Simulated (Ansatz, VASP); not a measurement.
One calculation of Ta, two programs

The input POSCAR:

```
Ta
1.0
   -1.6512800000      1.6512800000      1.6512800000
    1.6512800000     -1.6512800000      1.6512800000
    1.6512800000      1.6512800000     -1.6512800000
Ta
1
Direct
    0.0000000000      0.0000000000      0.0000000000
```

File INCAR.step1:

```
PREC = Accurate
ENCUT = 520
ISMEAR = 0
SIGMA = 0.1
LREAL = F
LASPH = T
NELM = 100
NBANDS = 12
GGA = PE
ALGO = Normal
EDIFF = 1E-4
LWAVE = T
LCHARG = F
```

The input INCAR.step2:

```
PREC = Accurate
ENCUT = 520
EDIFF = 1E-7
ISMEAR = 0
SIGMA = 0.1
LREAL = F
LASPH = T
NELM = 100
ALGO = Normal
ISIF = 2
LWAVE = F
LCHARG = F
METAGGA = R2SCAN
LMIXTAU = T
NBANDS = 12
ISTART = 1
```

Contents of KPOINTS:

```
Automatic mesh
0
Gamma
  8 8 8
```

Input for Ansatz:

```yaml
crystal:
  lattice:
    - [-1.65128, 1.65128, 1.65128]
    - [1.65128, -1.65128, 1.65128]
    - [1.65128, 1.65128, -1.65128]
  atoms:
    - { symbol: Ta, position: [0.0, 0.0, 0.0] }
basis:
  ecutwfc: 500
kpoints:
  mp_grid: { grid: [8, 8, 8] }
hamiltonian:
  xc: r2scan
scf:
  occupations: { method: gaussian, width: 0.1 }
output:
  forces: true
  stress: true
  eigenvalues: true
```

Alike in both runs: task single point; functional r2SCAN; k mesh 8 × 8 × 8; occupations gaussian, width 0.1 eV; no spin polarisation.

```csv
,VASP,Ansatz
version,VASP 6.6.1,Ansatz 0.2.0
potentials or method,"VASP PAW PBE potentials, release 64 (Ta_pv)","scalar-relativistic, plane waves, PAW"
plane-wave cutoff (eV),520,500
valence electrons in the cell,11,13
```

```tsv
	VASP	Ansatz	Ansatz less VASP
gap on the k mesh at the Fermi level (eV)	none	none	-
pressure (GPa)	-1.4	-2.1	-0.64
```

A gap of «none» marks a metal or a gap that the smearing closes. With one functional, cell and mesh, what is left measures potentials, basis and numerics. The two sets of potentials don't hold the same shells in valence.

Caveats: the PAW data sets were made with another functional, which shifts forces and pressure a little (VASP). The runs have no spin-orbit coupling, so splittings on Ta are missing.
